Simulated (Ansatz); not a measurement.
# MnO2 (P-3m1) in Ansatz: equation of state

How stiff is MnO2 in PBE, and what volume does it want? The cell is scaled to several volumes.

Program: Ansatz 0.2.0. These are calculated values, not measurements. Logs are shortened: lines on timing, memory, paths and dates and some standing lists are left out, and cuts for length are marked.

## 1. The structure

It takes space group P-3m1 (No. 164, trigonal). Conventional cell: a = 2.857 Å, b = 2.857 Å, c = 4.601 Å, α = 90.00°, β = 90.00°, γ = 120.00°. Mn (site symmetry -3m) is surrounded by 6 O at 1.90 Å. Around O (site symmetry 3m) lie 3 Mn at 1.90 Å.

Measurements of this composition are mostly on another form, of space group No. 136.

## 2. Single point, PBE, collinear spin, ferromagnetic start, 10.19 Å³/atom (volume scaled by 0.94)

input.yaml reads:

```yaml
crystal:
  lattice:
    - [2.798264304, 0.0, 0.0]
    - [-1.399132152, 2.4233679738, 0.0]
    - [0.0, 0.0, 4.5074421091]
  atoms:
    - { symbol: Mn, position: [0.0, 0.0, 0.5], spin: 4.0 }
    - { symbol: O, position: [0.3333333333, 0.6666666667, 0.70629257] }
    - { symbol: O, position: [0.6666666667, 0.3333333333, 0.29370743] }
hamiltonian:
  xc: pbe
  pseudopotentials: { kind: paw }
magnetization:
  spin_polarized: true
kpoints:
  mp_grid: { grid: [11, 11, 6] }
scf:
  occupations: { method: fermi_dirac, width: 0.05 }
output:
  forces: true
  stress: true
  eigenvalues: true
```

Potentials or basis: Ansatz PAW.

The run is started by

```
$ ansatz run input.yaml --threads 2 --pin off --max-ram 5120MiB --backend cpu --events-out ev --progress --plain --runs-dir out
```

Log:

```text
Warning: RAYON_NUM_THREADS=2 ignored (pool sized by the plan → 2); use --threads N
Engine: ansatz 0.2.0, aarch64-unknown-linux-gnu
Pseudopotentials: kind: paw
Pseudopotential: Mn, paw, valence charge 15, recommended cutoff 420 eV (normal), Mn.paw.azcp
Pseudopotential: O, paw, valence charge 6, recommended cutoff 420 eV (normal), O.paw.azcp
Functional definition: PBE
  parameter kappa = 0.804
  parameter beta = 0.06672455060314922
  exchange = pbe_x(kappa = kappa, mu = beta*pi^2/3)
  correlation = pbe_c(beta = beta)
Crystal: 3 atoms, lattice volume = 30.566 Å³
Basis set: ecut = 420 eV, 603 PW (Γ), exchange–correlation on 40×40×64 points (8 copies of the dense FFT grid, shifted against one another)
Bands: 20, of which v1, the nominal top of the filled ones, is band 14 counted from 1 (13 counted from 0)
Symmetry: 12 space group operations
Space group: P-3m1 (ITA 164), of the structure as read, at distance tolerance 3.1e-5 Å
Magnetic group: BNS 164.85 (UNI 1315), of the structure as read, at distance tolerance 3.1e-5 Å
k-points: 84 of 726
Non-local potential: Mn, projectors of the file, l = 0: 3, l = 1: 2, l = 2: 3, l = 3: 1
Non-local potential: O, projectors of the file, l = 0: 2, l = 1: 2, l = 2: 1
PAW form: soft (Blöchl's): semilocal exchange-correlation on the pseudo side does not see the compensation charge
PAW one-centre angular grid: Mn, 590 points (default); XC on 64 Gauss nodes
PAW one-centre angular grid: O, 110 points (default); XC on 64 Gauss nodes
Initial density: superposition of atomic densities (chi_scale 0.1, normalization cell, long waves kept (reshape's long-wave potential 0.11 eV rms))
Starting moments: Σ|m| = 4 μB on 1 of 3 sites
Initial wavefunctions: pseudopotential atomic-orbital guess
Functional: x = pbe(κ = 0.804, μ = 0.2195149727645171), c = pbe(β = 0.06672455060314922)
SCF iter   1: F=—  HF=-5033.366898 eV  |F-HF|=—  |Δ(HF+E_count)|=         —  Δρ=7.39e-2 (↑4.74e-2 ↓7.39e-2)  dr2=2.36e0  dr2_m=6.24e-1  M=3.000 μB ∫|m|=3.110 μB  β_m=0.30  ethr=3.10e-3  ⟨swp⟩=5.7  Hψ=14643  notcnv=0
Mixer restart at iter 1: flushing history
preconditioner: auto → none  [insulator: Δε(μ)=0.467 eV  Ē_g=14.364 eV  σ=0.050 eV  W_gap=0.98  n_scr=8 (ndim 8)  ℏωp=29.3 eV  f_vac=0.060  D(μ)=0.01/eV (n_scr^D=0)  ε∞_Penn≈5.2]
SCF iter   2: F=—  HF=-5033.543948 eV  |F-HF|=—  |Δ(HF+E_count)|=   1.77e-1  Δρ=5.34e-2 (↑5.34e-2 ↓3.49e-2)  dr2=3.41e-1  dr2_m=4.32e-1  M=3.000 μB ∫|m|=3.068 μB  β_m=0.38  ethr=3.10e-3  ⟨swp⟩=3.8  Hψ=7965  notcnv=0  defer=190
SCF iter   3: F=—  HF=-5033.321231 eV  |F-HF|=—  |Δ(HF+E_count)|=   2.23e-1  Δρ=3.24e-2 (↑2.50e-2 ↓3.24e-2)  dr2=1.98e-1  dr2_m=1.70e-1  M=3.000 μB ∫|m|=3.049 μB  β_m=0.52  ethr=1.26e-3  ⟨swp⟩=3.3  Hψ=6444  notcnv=0  defer=195
SCF iter   4: F=—  HF=-5033.518238 eV  |F-HF|=—  |Δ(HF+E_count)|=   1.97e-1  Δρ=8.44e-3 (↑8.44e-3 ↓6.62e-3)  dr2=2.21e-3  dr2_m=1.52e-2  M=3.000 μB ∫|m|=3.026 μB  β_m=0.57  ethr=7.32e-4  ⟨swp⟩=3.3  Hψ=7139  notcnv=0  defer=195
SCF iter   5: F=—  HF=-5033.531509 eV  |F-HF|=—  |Δ(HF+E_count)|=   1.33e-2  Δρ=2.66e-3 (↑2.63e-3 ↓2.66e-3)  dr2=3.32e-4  dr2_m=1.72e-3  M=3.000 μB ∫|m|=3.023 μB  β_m=0.79  ethr=8.18e-6  ⟨swp⟩=2.0  Hψ=7685  notcnv=0  defer=213
SCF iter   6: F=—  HF=-5033.531913 eV  |F-HF|=—  |Δ(HF+E_count)|=   4.04e-4  Δρ=7.50e-4 (↑7.50e-4 ↓4.60e-4)  dr2=2.44e-4  dr2_m=2.09e-5  M=3.000 μB ∫|m|=3.022 μB  β_m=0.71  ethr=1.23e-6  ⟨swp⟩=2.3  Hψ=5754  notcnv=0  defer=214
SCF iter   7: F=—  HF=-5033.531861 eV  |F-HF|=—  |Δ(HF+E_count)|=   5.18e-5  Δρ=1.80e-4 (↑1.25e-4 ↓1.80e-4)  dr2=2.32e-5  dr2_m=1.08e-6  M=3.000 μB ∫|m|=3.022 μB  β_m=0.79  ethr=9.02e-7  ⟨swp⟩=2.5  Hψ=5125  notcnv=0  defer=215
SCF iter   8: F=—  HF=-5033.531871 eV  |F-HF|=—  |Δ(HF+E_count)|=   1.04e-5  Δρ=4.11e-5 (↑4.11e-5 ↓2.28e-5)  dr2=1.40e-7  dr2_m=2.63e-7  M=3.000 μB ∫|m|=3.022 μB  β_m=0.89  ethr=8.59e-8  ⟨swp⟩=2.5  Hψ=5394  notcnv=0  defer=215
SCF iter   9: F=—  HF=-5033.531871 eV  |F-HF|=—  |Δ(HF+E_count)|=   1.63e-7  Δρ=6.02e-6 (↑4.72e-6 ↓6.02e-6)  dr2=3.00e-8  dr2_m=6.82e-10  M=3.000 μB ∫|m|=3.022 μB  β_m=0.95  ethr=5.19e-10  ⟨swp⟩=2.2  Hψ=5029  notcnv=0  defer=215
SCF iter  10: F=-5033.531871 eV  HF=-5033.531871 eV  |F-HF|=8.35e-10  |Δ(HF+E_count)|=   2.16e-9  Δρ=9.21e-7 (↑9.21e-7 ↓9.04e-7)  dr2=8.74e-10  dr2_m=7.19e-12  M=3.000 μB ∫|m|=3.022 μB  ethr=1.11e-10  ⟨swp⟩=7.8  Hψ=15713  notcnv=0
SCF 1 converged in 10 iterations: F = -5033.531871 eV  dr2 = 8.74e-10
SCF converged after 10 iterations
Magnetization: 2.9999 μB (15.0000 up, 12.0000 down)
Absolute magnetization: 3.0223 μB (∫|ρ↑−ρ↓|, with the PAW one-centre terms)
Spin contamination: 0.0250 ħ² per cell (⟨S²⟩ above its minimum at these occupations)
Per-site moments (μB) at R_I (Å): [(2.416929492994957, 0.7689246492400406), (0.0789860694633888, 0.7689246492400406), (0.07898606946338889, 0.7689246492400406)]
Free energy (F): -5033.531871 eV
Harris-Foulkes:  -5033.531871 eV  (|F-HF|=8.35e-10)
Internal energy: -5033.531835 eV  (E = F + TS)
E sigma→0 (E₀):  -5033.531853 eV
Entropy (-TS):   -0.000037 eV (-0.012 meV/atom)
Fermi energy:    9.410685 eV
--- Per-component energies (eV) ---
  E_band       = -339.509314
  E_kinetic    = 653.772608
  E_local      = -3500.029373  (includes V_loc(G=0)·N_el)
  E_nonlocal   = 333.805614
  E_hartree    = 1433.705337
  E_xc         = -261.904833
  E_vxc        = -334.748105  (∫ρ·V_xc dr)
  E_paw        = -1610.894393  (= ΣΔE_a)
  E_vpaw       = -359.724077  (= ΣTr[D̂ρ^β])
  E_aug_tail   = 0.004807  (compensation charges beyond the density's cutoff)
  E_ewald      = -2081.991600
  E_smearing   = -0.000037  (= −TS)
  E_closure    = 0.000000  (closes the sum)
  Σ components = -5033.531871   (vs F -5033.531871, Δ=0.00e0)
--- Forces (eV/Å), atoms counted from 1 ---
  atom   1  Mn     0.00000000     0.00000000     0.00000000
  atom   2  O      0.00000000    -0.00000000     1.20358419
  atom   3  O      0.00000000     0.00000000    -1.20358419
  max |Σ_I F_I| component: 2.78e-17 eV/Å
--- Stress (GPa, compression-positive) ---
       21.826458       0.000000       0.000000
        0.000000      21.826458       0.000000
        0.000000       0.000000      14.947523
  P = ⅓ Tr σ = 19.5335 GPa (195.335 kbar)
--- Band table (eV; the first three rows and the last of 168) ---
  k-point 0 ↑: bands = ["-72.6539", "-41.3102", "-41.3025", "-41.3025", "-11.2008", "-8.6179", "2.1553", "2.6091", "2.6091", "6.5278", "6.5278", "7.4022", "7.4022", "7.6062", "8.6923", "12.1683", "12.1683", "16.4931", "19.6353", "24.3912"]
  k-point 1 ↑: bands = ["-72.6539", "-41.3103", "-41.3025", "-41.3025", "-11.1689", "-8.6753", "2.3220", "2.6123", "2.6123", "6.5261", "6.5261", "7.2155", "7.3904", "7.3904", "8.8406", "12.1829", "12.1829", "16.8461", "19.6260", "23.9521"]
  k-point 2 ↑: bands = ["-72.6539", "-41.3104", "-41.3025", "-41.3025", "-11.1012", "-8.7933", "2.6189", "2.6189", "2.7065", "6.5228", "6.5228", "6.5292", "7.3664", "7.3664", "9.0009", "12.2123", "12.2123", "17.7243", "19.4703", "23.0941"]
  k-point 83 ↓: bands = ["-69.4856", "-38.4874", "-38.4380", "-38.0898", "-9.0514", "-8.9958", "3.0576", "3.2487", "4.2849", "5.5777", "6.0099", "6.3236", "10.1610", "10.9363", "11.0527", "12.8899", "12.8940", "21.8854", "24.1658", "24.5069"]
```

Run time: 4.2 s. Hardware: 2 threads of Arm Neoverse V1, shared host; peak memory 0.36 GiB.

What came out:

```yaml
Free_energy: -5033.5319 eV
Pressure: 19.5 GPa
Largest_force: 1.204 eV/Å
Band_gap_on_the_k_mesh: 0.61 eV, indirect (least direct gap 0.65 eV)
Net_moment: 3.00 μB per cell
Absolute_moment: 3.02 μB per cell
Site_moments: Mn +2.42; O +0.08 μB
```

Caveat: odd divisions of the mesh miss points on the zone boundary, where band edges often lie, so the gap on the mesh can be too wide; the pressure holds a Pulay correction of +0.8 GPa for the finite cutoff; a cell with one magnetic atom can't hold antiferromagnetic order, which such compounds often take; forces of over 1 eV/Å show positions far from the minimum, so gaps and moduli don't describe the material at rest.

## 3. Single point, PBE, collinear spin, ferromagnetic start, 10.41 Å³/atom (volume scaled by 0.96)

Edit input.yaml of step 2 so:

```diff
@@ -2,5 +2,5 @@
   lattice:
-    - [2.798264304, 0.0, 0.0]
-    - [-1.399132152, 2.4233679738, 0.0]
-    - [0.0, 0.0, 4.5074421091]
+    - [2.8179710399, 0.0, 0.0]
+    - [-1.40898552, 2.4404345078, 0.0]
+    - [0.0, 0.0, 4.539185705]
   atoms:
@@ -22 +22,5 @@
   eigenvalues: true
+  write_density: true
+  write_potential: true
+  elf: true
+  volumetric_format: npy
```

Potentials or basis: Ansatz PAW.

The run is started by

```
$ ansatz run input.yaml --threads 2 --pin off --max-ram 5120MiB --backend cpu --events-out ev --progress --plain --runs-dir out
```

Run time: 5.2 s. Hardware: 2 threads of Arm Neoverse V1, shared host; peak memory 0.37 GiB.

Results (log left out):

| Property | Result |
| --- | --- |
| Free energy | -5033.5999 eV |
| Pressure | 14.1 GPa |
| Largest force | 0.847 eV/Å |
| Band gap on the k mesh | 0.69 eV, indirect (least direct gap 0.74 eV) |
| Net moment | 3.00 μB per cell |
| Absolute moment | 3.03 μB per cell |
| Site moments | Mn +2.44; O +0.07 μB |

Caveat: odd divisions of the mesh miss points on the zone boundary, where band edges often lie, so the gap on the mesh can be too wide; the pressure holds a Pulay correction of +0.8 GPa for the finite cutoff; a cell with one magnetic atom can't hold antiferromagnetic order, which such compounds often take.

## 4. Single point, PBE, collinear spin, ferromagnetic start, 10.62 Å³/atom (volume scaled by 0.98)

Edit input.yaml of step 3 so:

```diff
@@ -2,5 +2,5 @@
   lattice:
-    - [2.8179710399, 0.0, 0.0]
-    - [-1.40898552, 2.4404345078, 0.0]
-    - [0.0, 0.0, 4.539185705]
+    - [2.8374059371, 0.0, 0.0]
+    - [-1.4187029685, 2.4572656224, 0.0]
+    - [0.0, 0.0, 4.5704914233]
   atoms:
```

The run is started by

```
$ ansatz run input.yaml --threads 2 --pin off --max-ram 5120MiB --backend cpu --events-out ev --progress --plain --runs-dir out
```

Run time: 5.2 s. Hardware: 2 threads of Arm Neoverse V1, shared host; peak memory 0.37 GiB.

The run converged. Its results:

```yaml
Free_energy: -5033.6469 eV
Pressure: 9.2 GPa
Largest_force: 0.519 eV/Å
Band_gap_on_the_k_mesh: 0.77 eV, indirect (least direct gap 0.82 eV)
Net_moment: 3.00 μB per cell
Absolute_moment: 3.03 μB per cell
Site_moments: Mn +2.47; O +0.06 μB
```

Caveat: odd divisions of the mesh miss points on the zone boundary, where band edges often lie, so the gap on the mesh can be too wide; the pressure holds a Pulay correction of +0.8 GPa for the finite cutoff; a cell with one magnetic atom can't hold antiferromagnetic order, which such compounds often take.

## 5. Single point, PBE, collinear spin, ferromagnetic start, 10.84 Å³/atom

Edit input.yaml of step 4 so:

```diff
@@ -2,5 +2,5 @@
   lattice:
-    - [2.8374059371, 0.0, 0.0]
-    - [-1.4187029685, 2.4572656224, 0.0]
-    - [0.0, 0.0, 4.5704914233]
+    - [2.8565781804, 0.0, 0.0]
+    - [-1.4282890902, 2.4738692722, 0.0]
+    - [0.0, 0.0, 4.6013740589]
   atoms:
@@ -22,5 +22 @@
   eigenvalues: true
-  write_density: true
-  write_potential: true
-  elf: true
-  volumetric_format: npy
```

The run is started by

```
$ ansatz run input.yaml --threads 2 --pin off --max-ram 5120MiB --backend cpu --events-out ev --progress --plain --runs-dir out
```

It took 4.3 s on 2 threads of Arm Neoverse V1, shared host; peak memory 0.37 GiB.

The run converged. Its results:

```
Free energy            : -5033.6750 eV
Pressure               : 4.8 GPa
Largest force          : 0.218 eV/Å
Band gap on the k mesh : 0.85 eV, indirect (least direct gap 0.90 eV)
Net moment             : 3.00 μB per cell
Absolute moment        : 3.04 μB per cell
Site moments           : Mn +2.49; O +0.05 μB
```

Caveat: odd divisions of the mesh miss points on the zone boundary, where band edges often lie, so the gap on the mesh can be too wide; the pressure holds a Pulay correction of +0.8 GPa for the finite cutoff; a cell with one magnetic atom can't hold antiferromagnetic order, which such compounds often take.

## 6. Single point, PBE, collinear spin, ferromagnetic start, 11.06 Å³/atom (volume scaled by 1.02)

Edit input.yaml of step 5 so:

```diff
@@ -2,5 +2,5 @@
   lattice:
-    - [2.8565781804, 0.0, 0.0]
-    - [-1.4282890902, 2.4738692722, 0.0]
-    - [0.0, 0.0, 4.6013740589]
+    - [2.875496468, 0.0, 0.0]
+    - [-1.437748234, 2.4902529899, 0.0]
+    - [0.0, 0.0, 4.6318476229]
   atoms:
```

Potentials or basis: Ansatz PAW.

The run is started by

```
$ ansatz run input.yaml --threads 2 --pin off --max-ram 5120MiB --backend cpu --events-out ev --progress --plain --runs-dir out
```

It took 4.3 s on 2 threads of Arm Neoverse V1, shared host; peak memory 0.37 GiB.

It converged, with:

```yaml
Free_energy: -5033.6862 eV
Pressure: 0.8 GPa
Largest_force: 0.060 eV/Å
Band_gap_on_the_k_mesh: 0.92 eV, indirect (least direct gap 0.98 eV)
Net_moment: 3.00 μB per cell
Absolute_moment: 3.04 μB per cell
Site_moments: Mn +2.51; O +0.04 μB
```

Caveat: odd divisions of the mesh miss points on the zone boundary, where band edges often lie, so the gap on the mesh can be too wide; the pressure holds a Pulay correction of +0.8 GPa for the finite cutoff; a cell with one magnetic atom can't hold antiferromagnetic order, which such compounds often take.

## 7. Single point, PBE, collinear spin, ferromagnetic start, 11.27 Å³/atom (volume scaled by 1.04)

Edit input.yaml of step 6 so:

```diff
@@ -2,5 +2,5 @@
   lattice:
-    - [2.875496468, 0.0, 0.0]
-    - [-1.437748234, 2.4902529899, 0.0]
-    - [0.0, 0.0, 4.6318476229]
+    - [2.8941690462, 0.0, 0.0]
+    - [-1.4470845231, 2.506423917, 0.0]
+    - [0.0, 0.0, 4.6619253983]
   atoms:
```

The run is started by

```
$ ansatz run input.yaml --threads 2 --pin off --max-ram 5120MiB --backend cpu --events-out ev --progress --plain --runs-dir out
```

Run time: 4.6 s. Hardware: 2 threads of Arm Neoverse V1, shared host; peak memory 0.37 GiB.

Results (log left out):

```
Free energy            : -5033.6822 eV
Pressure               : -2.7 GPa
Largest force          : 0.316 eV/Å
Band gap on the k mesh : 0.98 eV, indirect (least direct gap 1.05 eV)
Net moment             : 3.00 μB per cell
Absolute moment        : 3.06 μB per cell
Site moments           : Mn +2.54; O +0.03 μB
```

Caveat: odd divisions of the mesh miss points on the zone boundary, where band edges often lie, so the gap on the mesh can be too wide; the pressure holds a Pulay correction of +0.7 GPa for the finite cutoff; a cell with one magnetic atom can't hold antiferromagnetic order, which such compounds often take.

## 8. Single point, PBE, collinear spin, ferromagnetic start, 11.49 Å³/atom (volume scaled by 1.06)

Edit input.yaml of step 7 so:

```diff
@@ -2,5 +2,5 @@
   lattice:
-    - [2.8941690462, 0.0, 0.0]
-    - [-1.4470845231, 2.506423917, 0.0]
-    - [0.0, 0.0, 4.6619253983]
+    - [2.912603741, 0.0, 0.0]
+    - [-1.4563018705, 2.5223888309, 0.0]
+    - [0.0, 0.0, 4.6916199912]
   atoms:
@@ -22 +22,5 @@
   eigenvalues: true
+  write_density: true
+  write_potential: true
+  elf: true
+  volumetric_format: npy
```

The run is started by

```
$ ansatz run input.yaml --threads 2 --pin off --max-ram 5120MiB --backend cpu --events-out ev --progress --plain --runs-dir out
```

It took 5.5 s on 2 threads of Arm Neoverse V1, shared host; peak memory 0.38 GiB.

It converged, with:

- Free energy: -5033.6647 eV
- Pressure: -5.9 GPa
- Largest force: 0.552 eV/Å
- Band gap on the k mesh: 1.05 eV, indirect (least direct gap 1.12 eV)
- Net moment: 3.00 μB per cell
- Absolute moment: 3.07 μB per cell
- Site moments: Mn +2.56; O +0.02 μB

Caveat: odd divisions of the mesh miss points on the zone boundary, where band edges often lie, so the gap on the mesh can be too wide; the pressure holds a Pulay correction of +0.7 GPa for the finite cutoff; a cell with one magnetic atom can't hold antiferromagnetic order, which such compounds often take.

## 9. Equation of state, PBE, collinear spin, ferromagnetic start

Potentials or basis: Ansatz PAW.

No new run: the results of the series are fitted here.

What came out:

- Equilibrium volume: 11.10 Å³/atom
- Bulk modulus at fixed shape and positions: 187 GPa
- Pressure derivative of the bulk modulus: 4.5

Energy against volume, from the lowest point:
```
volume (Å³/atom)  energy (meV/atom)
          10.189              51.45
          10.405              28.77
          10.622              13.12
          10.839               3.75
          11.056               0.00
          11.273               1.33
          11.489               7.19
```

Caveat: the cell was scaled at fixed shape and fractional positions, which overstates the stiffness of a crystal with free parameters, most of all of layers and chains.
